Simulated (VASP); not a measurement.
# AgCl (Chlorargyrite) (Fm-3m) in VASP: notebook

Runs on AgCl (Chlorargyrite). Level: PBE+D3(BJ). Tasks: relaxation of the atoms.

Program: VASP 6.6.1. These are calculated values, not measurements. Logs are shortened: lines on timing, memory, paths and dates and some standing lists are left out, and cuts for length are marked.

**What was measured.**

From a printed reference work, data compilation, for a bulk crystal of AgCl: band gap 3.249 eV (indirect).

How close the calculation comes is told below.

### 1 Starting point

Symmetry: Fm-3m, No. 225, cubic system. The conventional cell has a = 5.506 Å, b = 5.506 Å, c = 5.506 Å, α = 90.00°, β = 90.00°, γ = 90.00°. Ag (site symmetry m-3m) has 6 Cl at 2.75 Å as nearest neighbours. Around Cl (site symmetry m-3m) lie 6 Ag at 2.75 Å.

### 2 Relaxation of the atoms, PBE+D3(BJ) (a relaxed cell with its volume scaled by 0.94)

Input file INCAR:

```
SYSTEM = AgCl
ALGO = Normal
EDIFF = 1E-7
EDIFFG = -0.01
ENCUT = 600
GGA = PE
IBRION = 2
ISIF = 2
ISMEAR = 0
IVDW = 12
LASPH = .True.
LCHARG = .False.
LREAL = .False.
LWAVE = .False.
NELM = 80
NSW = 40
PREC = Accurate
SIGMA = 0.03
```

Input file KPOINTS:

```
k-points
0
Gamma
  8 8 8
  0 0 0
```

Input file POSCAR:

```
AgCl                                    
1.0
    0.0000000000      2.6967131390      2.6967131390
    2.6967131390      0.0000000000      2.6967131390
    2.6967131390      2.6967131390      0.0000000000
  Ag              Cl            
     1     1
Direct
     0.0000000000000000    0.0000000000000000    0.0000000000000000
     0.5000000000000000    0.5000000000000000    0.5000000000000000
```

Potentials or basis: VASP PAW PBE potentials, release 64 (Ag, Cl).

Launch:

```
> cat potpaw_PBE.64/Ag/POTCAR potpaw_PBE.64/Cl/POTCAR > POTCAR
> mpirun -np 1 vasp_std > vasp.out
```

OUTCAR:

```text
SYSTEM = AgCl
   EDIFF = 1E-7
   EDIFFG = -0.01
   ENCUT = 600
   GGA = PE
   IBRION = 2
   ISIF = 2
   ISMEAR = 0
   IVDW = 12
   LASPH = .True.
   LREAL = .False.
   NELM = 80
   NSW = 40
   PREC = Accurate
 IVDW          = 12

 ion  position               nearest neighbor table
   1  0.000  0.000  0.000-   2 2.70   2 2.70   2 2.70   2 2.70   2 2.70   2 2.70
   2  0.500  0.500  0.500-   1 2.70   1 2.70   1 2.70   1 2.70   1 2.70   1 2.70

  LATTYP: Found a face centered cubic cell.
 ALAT       =     5.3934262780

  Lattice vectors:

 A1 = (   0.0000000000,   2.6967131390,   2.6967131390)
 A2 = (   2.6967131390,   0.0000000000,   2.6967131390)
 A3 = (   2.6967131390,   2.6967131390,   0.0000000000)

Analysis of symmetry for initial positions (statically):
=====================================================================
 Subroutine PRICEL returns:
 Original cell was already a primitive cell.

 Routine SETGRP: Setting up the symmetry group for a
 face centered cubic supercell.

 Subroutine GETGRP returns: Found 48 space group operations
 (whereof 48 operations were pure point group operations)
 out of a pool of 48 trial point group operations.

The static configuration has the point symmetry O_h .

Analysis of symmetry for dynamics (positions and initial velocities):
=====================================================================
 Subroutine PRICEL returns:
 Original cell was already a primitive cell.

 Routine SETGRP: Setting up the symmetry group for a
 face centered cubic supercell.

 Subroutine GETGRP returns: Found 48 space group operations
 (whereof 48 operations were pure point group operations)
 out of a pool of 48 trial point group operations.

The dynamic configuration has the point symmetry O_h .

 Subroutine INISYM returns: Found 48 space group operations
 (whereof 48 operations are pure point group operations),
 and found     1 'primitive' translations

----------------------------------------------------------------------------------------

                                     Primitive cell

  volume of cell :      39.2224

  direct lattice vectors                    reciprocal lattice vectors
     0.000000000  2.696713139  2.696713139    -0.185410896  0.185410896  0.185410896
     2.696713139  0.000000000  2.696713139     0.185410896 -0.185410896  0.185410896
     2.696713139  2.696713139  0.000000000     0.185410896  0.185410896 -0.185410896

  length of vectors
     3.813728295  3.813728295  3.813728295     0.321141093  0.321141093  0.321141093

  position of ions in fractional coordinates (direct lattice)
     0.000000000  0.000000000  0.000000000
     0.500000000  0.500000000  0.500000000

  ion indices of the primitive-cell ions
   primitive index   ion index
                 1           1
                 2           2

----------------------------------------------------------------------------------------

 KPOINTS: k-points

Automatic generation of k-mesh.
 Grid dimensions read from file:
 generate k-points for:    8    8    8

 Generating k-lattice:

  Cartesian coordinates                     Fractional coordinates (reciprocal lattice)
    -0.023176362  0.023176362  0.023176362     0.125000000  0.000000000  0.000000000
     0.023176362 -0.023176362  0.023176362     0.000000000  0.125000000  0.000000000
     0.023176362  0.023176362 -0.023176362     0.000000000  0.000000000  0.125000000

  Length of vectors
     0.040142637  0.040142637  0.040142637

  Shift w.r.t. Gamma in fractional coordinates (k-lattice)
     0.000000000  0.000000000  0.000000000

 Subroutine IBZKPT returns following result:
 ===========================================

 Found     29 irreducible k-points:

 Following reciprocal coordinates:
            Coordinates               Weight
  0.000000  0.000000  0.000000      1.000000
  0.125000  0.000000  0.000000      8.000000
  0.250000  0.000000  0.000000      8.000000
  0.375000  0.000000  0.000000      8.000000
  0.500000  0.000000  0.000000      4.000000
  0.125000  0.125000  0.000000      6.000000
[... 16 lines left out ...]
  0.500000  0.250000  0.125000     48.000000
 -0.375000  0.250000  0.125000     24.000000
 [... further k-points ...]
   k-points           NKPTS =     29   k-points in BZ     NKDIM =     29   number of bands    NBANDS=     13
   number of dos      NEDOS =    301   number of ions     NIONS =      2
   total plane-waves  NPLWV =  27000
   dimension x,y,z NGX =    30 NGY =   30 NGZ =   30
   dimension x,y,z NGXF=    60 NGYF=   60 NGZF=   60
   ions per type =               1   1
   NGX,Y,Z   is equivalent  to a cutoff of  13.08, 13.08, 13.08 a.u.
   NGXF,Y,Z  is equivalent  to a cutoff of  26.15, 26.15, 26.15 a.u.
 SYSTEM =  AgCl
   PREC   = accura    normal or accurate (medium, high low for compatibility)
   ISTART =      0    job   : 0-new  1-cont  2-samecut
   ICHARG =      2    charge: 1-file 2-atom 10-const
   ISPIN  =      1    spin polarized calculation?
[... 70 lines left out ...]
      7       2.2499      2.00000
      8       2.2499      2.00000
      9       2.2499      2.00000
     10       5.8364      0.00000
     11      15.7458      0.00000
     12      15.7458      0.00000
     13      15.7458      0.00000

 k-point     2 :       0.1250    0.0000    0.0000
  band No.  band energies     occupation
      1     -10.7367      2.00000
      2       1.3173      2.00000
      3       1.3842      2.00000
      4       1.3842      2.00000
      5       2.1877      2.00000
      6       2.1877      2.00000
      7       2.4603      2.00000
      8       3.1174      2.00000
      9       3.1174      2.00000
     10       6.5966      0.00000
     11      14.3494      0.00000
     12      15.4476      0.00000
     13      15.4476      0.00000

 k-point     3 :       0.2500    0.0000    0.0000
  band No.  band energies     occupation
      1     -10.5462      2.00000
      2       0.1655      2.00000
      3       0.7406      2.00000
      4       0.7406      2.00000
      5       2.3421      2.00000
      6       2.3421      2.00000
      7       2.6403      2.00000
      8       3.9925      2.00000
      9       3.9925      2.00000
     10       7.9632      0.00000
     11      12.7272      0.00000
     12      14.1035      0.00000
     13      14.1035      0.00000

 k-point     4 :       0.3750    0.0000    0.0000
  band No.  band energies     occupation
      1     -10.3407      2.00000
      2      -0.7129      2.00000
      3       0.3323      2.00000
      4       0.3323      2.00000
      5       2.5042      2.00000
      6       2.5042      2.00000
      7       2.8373      2.00000
      8       4.6670      2.00000
      9       4.6670      2.00000
     10       8.8251      0.00000
     11      11.9540      0.00000
     12      12.8935      0.00000
     13      12.8935      0.00000

 k-point     5 :       0.5000    0.0000    0.0000
  band No.  band energies     occupation
      1     -10.2503      2.00000
      2      -1.0384      2.00000
      3       0.1926      2.00000
      4       0.1926      2.00000
      5       2.5737      2.00000
      6       2.5737      2.00000
      7       2.9329      2.00000
      8       4.9315      2.00000
      9       4.9315      2.00000
     10       8.9315      0.00000
     11      11.9485      0.00000
     12      12.4323      0.00000
     13      12.4323      0.00000
[... 257 lines left out ...]
 k-point    22 :       0.3750    0.2500    0.1250
  band No.  band energies     occupation
      1     -10.4310      2.00000
      2      -0.2614      2.00000
      3       0.6502      2.00000
      4       1.0340      2.00000
      5       2.2324      2.00000
      6       2.4828      2.00000
      7       2.9616      2.00000
      8       2.9758      2.00000
      9       4.2753      2.00000
     10       8.9663      0.00000
     11      11.8544      0.00000
     12      13.0011      0.00000
     13      14.4158      0.00000

 k-point    23 :       0.5000    0.2500    0.1250
  band No.  band energies     occupation
      1     -10.2854      2.00000
      2      -0.5040      2.00000
      3       0.3212      2.00000
      4       0.5885      2.00000
      5       2.3816      2.00000
      6       2.5834      2.00000
      7       2.8722      2.00000
      8       3.4373      2.00000
      9       4.4880      2.00000
     10       9.6598      0.00000
     11      10.9774      0.00000
     12      12.8609      0.00000
     13      13.7915      0.00000

 k-point    24 :      -0.3750    0.2500    0.1250
  band No.  band energies     occupation
      1     -10.2229      2.00000
      2      -0.5802      2.00000
      3       0.2542      2.00000
      4       0.3191      2.00000
      5       2.4951      2.00000
      6       2.5735      2.00000
      7       2.8591      2.00000
      8       3.8090      2.00000
      9       4.3538      2.00000
     10      10.0406      0.00000
     11      10.4982      0.00000
     12      13.0931      0.00000
     13      13.4524      0.00000

 [... further k-points ...]

------------------------ aborting loop because EDIFF is reached ----------------------------------------

 Edisp (eV)   -0.72174

 E8    (eV) :    -0.2893

  FORCE on cell =-STRESS in cart. coord.  units (eV):
  Direction    XX          YY          ZZ          XY          YZ          ZX
  --------------------------------------------------------------------------------------
  -------------------------------------------------------------------------------------
  Total       0.90628     0.90628     0.90628     0.00000     0.00000    -0.00000
  in kB      37.02011    37.02011    37.02011     0.00000     0.00000    -0.00000
  external pressure =       37.02 kB  Pullay stress =        0.00 kB

 VOLUME and BASIS-vectors are now :
 -----------------------------------------------------------------------------
  energy-cutoff  :      600.00
  volume of cell :       39.22
      direct lattice vectors                 reciprocal lattice vectors
     0.000000000  2.696713139  2.696713139    -0.185410896  0.185410896  0.185410896
     2.696713139  0.000000000  2.696713139     0.185410896 -0.185410896  0.185410896
     2.696713139  2.696713139  0.000000000     0.185410896  0.185410896 -0.185410896

 POSITION                                       TOTAL-FORCE (eV/Angst)
 -----------------------------------------------------------------------------------
      0.00000      0.00000      0.00000         0.000000      0.000000     -0.000000
      2.69671      2.69671      2.69671        -0.000000      0.000000      0.000000
 -----------------------------------------------------------------------------------
    total drift:                               -0.000000      0.000000      0.000000

  FREE ENERGIE OF THE ION-ELECTRON SYSTEM (eV)
  ---------------------------------------------------
  free  energy   TOTEN  =        -6.0319842013 eV

  energy  without entropy=       -6.0319842013  energy(sigma->0) =       -6.03198420

 reached required accuracy - stopping structural energy minimisation
```

Run time: 7.1 s. Hardware: 1 thread of Intel Xeon 6975P-C (Granite Rapids), shared host; peak memory 0.18 GiB.

What came out:

* Free energy: -6.0320 eV
* Pressure after relaxing: 3.7 GPa
* Band gap on the k mesh: 0.90 eV, indirect (least direct gap 3.48 eV)
* Dispersion energy per atom: -0.361 eV

Final structure:
```
Ag Cl
1.0
     0.00000    2.69671    2.69671
     2.69671    0.00000    2.69671
     2.69671    2.69671    0.00000
Ag Cl
1 1
Direct
  0.00000 0.00000 0.00000
  0.50000 0.50000 0.50000
```

Caveat: the relaxation stopped at its first step, so nothing moved.

### 3 Relaxation of the atoms, PBE+D3(BJ) (a relaxed cell with its volume scaled by 0.96)

INCAR is that of step 2.

KPOINTS is that of step 2.

Input file POSCAR:

```
AgCl                                    
1.0
    0.0000000000      2.7157047023      2.7157047023
    2.7157047023      0.0000000000      2.7157047023
    2.7157047023      2.7157047023      0.0000000000
  Ag              Cl            
     1     1
Direct
     0.0000000000000000    0.0000000000000000    0.0000000000000000
     0.5000000000000000    0.5000000000000000    0.5000000000000000
```

Potentials or basis: VASP PAW PBE potentials, release 64 (Ag, Cl).

Launch:

```
> cat potpaw_PBE.64/Ag/POTCAR potpaw_PBE.64/Cl/POTCAR > POTCAR
> mpirun -np 1 vasp_std > vasp.out
```

Run time: 6.1 s. Hardware: 1 thread of Intel Xeon 6975P-C (Granite Rapids), shared host; peak memory 0.19 GiB.

It converged, with:

- Free energy: -6.0478 eV
- Pressure after relaxing: 2.3 GPa
- Band gap on the k mesh: 0.90 eV, indirect (least direct gap 3.40 eV)
- Dispersion energy per atom: -0.353 eV

Final structure:
```xyz
2
Lattice="0.0000 2.7157 2.7157 2.7157 0.0000 2.7157 2.7157 2.7157 0.0000" Properties=species:S:1:pos:R:3 pbc="T T T"
Ag    0.0000    0.0000    0.0000
Cl    2.7157    2.7157    2.7157
```

Levels at points of the mesh, in eV from the valence-band top:
```csv
k point,band 5,band 6,band 7,band 8,band 9,band 10,band 11,band 12,band 13
"(0.00, 0.00, 0.00)",-2.67,-2.67,-2.59,-2.59,-2.59,0.90,10.83,10.83,10.83
"(0.50, 0.00, 0.00)",-2.28,-2.28,-1.93,0.00,0.00,4.06,6.89,7.55,7.55
"(0.50, 0.50, 0.00)",-3.09,-2.45,-2.14,-2.14,-2.01,2.28,7.93,8.84,11.84
```

Caveat: the relaxation stopped at its first step, so nothing moved.

### 4 Relaxation of the atoms, PBE+D3(BJ) (a relaxed cell with its volume scaled by 0.98)

INCAR is that of step 3.

KPOINTS is that of step 3.

Input file POSCAR:

```
AgCl                                    
1.0
    0.0000000000      2.7344342922      2.7344342922
    2.7344342922      0.0000000000      2.7344342922
    2.7344342922      2.7344342922      0.0000000000
  Ag              Cl            
     1     1
Direct
     0.0000000000000000    0.0000000000000000    0.0000000000000000
     0.5000000000000000    0.5000000000000000    0.5000000000000000
```

Launch:

```
> cat potpaw_PBE.64/Ag/POTCAR potpaw_PBE.64/Cl/POTCAR > POTCAR
> mpirun -np 1 vasp_std > vasp.out
```

Wall time 6 s (1 thread of Intel Xeon 6975P-C (Granite Rapids), shared host); peak memory 0.19 GiB.

The run converged. Its results:

* Free energy: -6.0569 eV
* Pressure after relaxing: 1.1 GPa
* Band gap on the k mesh: 0.90 eV, indirect (least direct gap 3.32 eV)
* Dispersion energy per atom: -0.346 eV

Final structure:
```
CELL_PARAMETERS angstrom
0.00000 2.73443 2.73443
2.73443 0.00000 2.73443
2.73443 2.73443 0.00000
ATOMIC_POSITIONS crystal
Ag 0.00000 0.00000 0.00000
Cl 0.50000 0.50000 0.50000
```

Levels at points of the mesh, in eV from the valence-band top:
```
           k point  band 7  band 8  band 9  band 10  band 11  band 12
(0.00, 0.00, 0.00)   -2.50   -2.50   -2.50     0.90    10.84    10.84
(0.50, 0.00, 0.00)   -1.87    0.00    0.00     4.13     6.77     7.59
(0.50, 0.50, 0.00)   -2.08   -2.08   -1.96     2.31     7.96     8.77
```

Caveat: the relaxation stopped at its first step, so nothing moved.

### 5 Relaxation of the atoms, PBE+D3(BJ)

INCAR is that of step 4.

KPOINTS is that of step 4.

Input file POSCAR:

```
AgCl                                    
1.0
    0.0000000000      2.7529107600      2.7529107600
    2.7529107600      0.0000000000      2.7529107600
    2.7529107600      2.7529107600      0.0000000000
  Ag              Cl            
     1     1
Direct
     0.0000000000000000    0.0000000000000000    0.0000000000000000
     0.5000000000000000    0.5000000000000000    0.5000000000000000
```

Launch:

```
> cat potpaw_PBE.64/Ag/POTCAR potpaw_PBE.64/Cl/POTCAR > POTCAR
> mpirun -np 1 vasp_std > vasp.out
```

It took 6.1 s on 1 thread of Intel Xeon 6975P-C (Granite Rapids), shared host; peak memory 0.19 GiB.

Results (log left out):

```
Free energy                : -6.0600 eV
Pressure after relaxing    : 0.0 GPa
Band gap on the k mesh     : 0.90 eV, indirect (least direct gap 3.25 eV)
Dispersion energy per atom : -0.339 eV
```

Final structure:
```
Ag Cl
1.0
     0.00000    2.75291    2.75291
     2.75291    0.00000    2.75291
     2.75291    2.75291    0.00000
Ag Cl
1 1
Direct
  0.00000 0.00000 0.00000
  0.50000 0.50000 0.50000
```

Levels at points of the mesh, in eV from the valence-band top:
| k point | band 7 | band 8 | band 9 | band 10 | band 11 | band 12 |
| --- | --- | --- | --- | --- | --- | --- |
| (0.00, 0.00, 0.00) | -2.41 | -2.41 | -2.41 | 0.90 | 10.85 | 10.85 |
| (0.50, 0.00, 0.00) | -1.82 | 0.00 | 0.00 | 4.18 | 6.66 | 7.63 |
| (0.50, 0.50, 0.00) | -2.02 | -2.02 | -1.92 | 2.35 | 7.99 | 8.71 |

Caveat: the relaxation stopped at its first step, so nothing moved.

### 6 Relaxation of the atoms, PBE+D3(BJ) (a relaxed cell with its volume scaled by 1.02)

INCAR is that of step 5.

KPOINTS is that of step 5.

Input file POSCAR:

```
AgCl                                    
1.0
    0.0000000000      2.7711424884      2.7711424884
    2.7711424884      0.0000000000      2.7711424884
    2.7711424884      2.7711424884      0.0000000000
  Ag              Cl            
     1     1
Direct
     0.0000000000000000    0.0000000000000000    0.0000000000000000
     0.5000000000000000    0.5000000000000000    0.5000000000000000
```

Potentials or basis: VASP PAW PBE potentials, release 64 (Ag, Cl).

Launch:

```
> cat potpaw_PBE.64/Ag/POTCAR potpaw_PBE.64/Cl/POTCAR > POTCAR
> mpirun -np 1 vasp_std > vasp.out
```

Run time: 6.3 s. Hardware: 1 thread of Intel Xeon 6975P-C (Granite Rapids), shared host; peak memory 0.19 GiB.

It converged, with:

| Property | Result |
| --- | --- |
| Free energy | -6.0578 eV |
| Pressure after relaxing | -0.9 GPa |
| Band gap on the k mesh | 0.91 eV, indirect (least direct gap 3.19 eV) |
| Dispersion energy per atom | -0.332 eV |

Final structure:
```
Ag Cl
1.0
     0.00000    2.77114    2.77114
     2.77114    0.00000    2.77114
     2.77114    2.77114    0.00000
Ag Cl
1 1
Cartesian
  0.0000 0.0000 0.0000
  2.7711 2.7711 2.7711
```

Levels at points of the mesh, in eV from the valence-band top:
| k point | band 5 | band 6 | band 7 | band 8 | band 9 | band 10 | band 11 | band 12 | band 13 |
| --- | --- | --- | --- | --- | --- | --- | --- | --- | --- |
| (0.00, 0.00, 0.00) | -2.41 | -2.41 | -2.33 | -2.33 | -2.33 | 0.91 | 10.85 | 10.85 | 10.85 |
| (0.50, 0.00, 0.00) | -2.08 | -2.08 | -1.77 | 0.00 | 0.00 | 4.24 | 6.55 | 7.67 | 7.67 |
| (0.50, 0.50, 0.00) | -2.77 | -2.22 | -1.96 | -1.96 | -1.87 | 2.38 | 8.02 | 8.64 | 11.52 |

Caveat: the relaxation stopped at its first step, so nothing moved.

### 7 Summary

```csv
cell,gap on the mesh (eV),pressure (GPa)
atoms relaxed from: a relaxed cell with its volume scaled by 0.94,0.90,3.7
atoms relaxed from: a relaxed cell with its volume scaled by 0.96,0.90,2.3
atoms relaxed from: a relaxed cell with its volume scaled by 0.98,0.90,1.1
atoms relaxed,0.90,0.0
atoms relaxed from: a relaxed cell with its volume scaled by 1.02,0.91,-0.9
```

Alike in all rows: task relaxation of the atoms; level PBE+D3(BJ); potentials or basis VASP PAW PBE potentials, release 64 (Ag, Cl); no spin polarisation; k mesh 8 × 8 × 8; cutoff (eV) 600; smearing gaussian 0.03 eV.

Caveats: the relaxation stopped at its first step, so nothing moved.

Total energies depend on the potentials used, so only differences within one code and one set of settings carry meaning.

### 8 How close it comes

Step 5. Against the measured gap of AgCl, 3.249 eV (indirect; a printed reference work, data compilation), the calculated 0.90 eV is off by -2.34 eV. So large a miss can be the level of theory's own, or it may mean another phase, state or a wrong row. Spin-orbit coupling on Ag is left out. The value is that of PBE+D3(BJ) on a finite k mesh, which can miss the band edges, without temperature or zero-point motion. Semilocal functionals fall short of measured gaps as a rule.
